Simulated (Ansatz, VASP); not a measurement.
# Cs in VASP and in Ansatz

INCAR

```
ALGO = Normal
EDIFF = 1E-6
ENCUT = 520
GGA = PS
ISIF = 2
ISMEAR = -1
LASPH = T
LCHARG = F
LREAL = F
LWAVE = F
NBANDS = 10
NELM = 100
PREC = Accurate
SIGMA = 0.1
```

Contents of KPOINTS:

```
k-points
0
Gamma
  8 8 8
```

The input POSCAR:

```
Cs
1.0
    0.0000000000      3.7037265707      3.7037265707
    3.7037265707      0.0000000000      3.7037265707
    3.7037265707      3.7037265707      0.0000000000
Cs
1
Direct
    0.0000000000      0.0000000000      0.0000000000
```

Input for Ansatz:

```yaml
crystal:
  lattice:
    - [0.0, 3.7037265707, 3.7037265707]
    - [3.7037265707, 0.0, 3.7037265707]
    - [3.7037265707, 3.7037265707, 0.0]
  atoms:
    - { symbol: Cs, position: [0.0, 0.0, 0.0] }
hamiltonian:
  xc: pbesol
  pseudopotentials:
    kind: paw
    azcp:
      Cs: "pseudopotentials/Cs.paw.azcp"
basis:
  ecutwfc: 420
  fft_grid_basis: typed
kpoints:
  mp_grid: { grid: [8, 8, 8], shift: [0, 0, 0] }
magnetization:
  spin_polarized: false
scf:
  occupations: { method: fermi_dirac, width: 0.1 }
  lower_state_search: "off"
output:
  stress: true
  write_density: true
  write_potential: true
  elf: true
  volumetric_format: npy
```

Alike in both runs: task single point; functional PBEsol; k mesh 8 × 8 × 8; occupations fermi-dirac, width 0.1 eV; no spin polarisation.

```csv
,VASP,Ansatz
version,VASP 6.6.1,Ansatz 0.2.0
potentials or method,"VASP PAW PBE potentials, release 64 (Cs_sv)","plane waves (420 eV) with PAW, scalar-relativistic"
plane-wave cutoff (eV),520,420
valence electrons in the cell,9,9
```

```csv
,VASP,Ansatz,Ansatz less VASP
pressure (GPa),0.2,0.2,+0.01
```

The functional is the same, so the differences come from potentials, cutoffs and numerics. Ansatz warned: «pseudo_functional_mismatch».

Caveats: the PAW data sets were made with another functional, which shifts forces and pressure a little (VASP). Spin-orbit coupling is left out, which matters for the levels of Cs.
